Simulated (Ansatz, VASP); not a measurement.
**One calculation of Tl, two programs**

```
CELL_PARAMETERS angstrom
3.45600 0.00000 0.00000
-1.72800 2.99298 0.00000
0.00000 0.00000 5.52500
ATOMIC_POSITIONS crystal
Tl 0.33333 0.66667 0.25000
Tl 0.66667 0.33333 0.75000
```

Alike in both runs: functional PBE; k mesh 11 × 11 × 6; occupations fermi-dirac, width 0.05 eV; no spin polarisation.

Ansatz relaxed the structure, and its values are those at the end. VASP's run is a single point on that final structure, the one shown.

```csv
,VASP,Ansatz
version,VASP 6.6.1,Ansatz 0.2.0
potentials or method,"VASP PAW PBE potentials, release 64 (Tl_d)","plane-wave PAW, scalar-relativistic"
plane-wave cutoff (eV),520,420
valence electrons in the cell,26,26
```

|  | VASP | Ansatz | Ansatz less VASP |
| --- | --- | --- | --- |
| pressure (GPa) | 3.1 | 3.2 | +0.06 |

With one functional, cell and mesh, what is left measures potentials, basis and numerics. Ansatz warned: «gradients_without_spin_orbit».

Spin-orbit coupling is left out, which matters for the levels of Tl.
